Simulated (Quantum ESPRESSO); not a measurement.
Crystal: C.

```
C
1.0
     0.00000    1.78337    1.78337
     1.78337    0.00000    1.78337
     1.78337    1.78337    0.00000
C
2
Direct
  0.75000 0.75000 0.75000
  0.50000 0.50000 0.50000
```

This isn't the form of C at room conditions, which is graphite.

Base run:

| Quantity | Value |
| --- | --- |
| Program | Quantum ESPRESSO 7.5 |
| Functional | RPBE |
| Potentials or basis | SG15 PBE 1.2 |
| Cutoff | 1197 eV |
| Density cutoff | 4789 eV |
| k mesh | 13 × 13 × 13 |
| Occupations | fermi-dirac, width 0.05 eV |
| Spin | no spin polarisation |

Its results: band gap on the k mesh 4.26 eV, indirect (least direct gap 5.61 eV); pressure 1.9 GPa.

**Question.** After a change of settings the same cell gave: band gap on the k mesh 4.00 eV, indirect (least direct gap 5.54 eV); pressure -2.7 GPa. Which change was it?
A. functional from RPBE to PBEsol
B. functional from RPBE to TPSS; k mesh from 13 × 13 × 13 to 10 × 10 × 10
C. functional from RPBE to EV93PW91
D. functional from RPBE to r2SCAN; k mesh from 13 × 13 × 13 to 10 × 10 × 10

**Answer.** A.

PBEsol binds more tightly than RPBE, so the same cell stands under less pressure.

Caveats: the potentials were made for another functional, which shifts forces and pressure.

Runs at the PBE level aren't shown here.
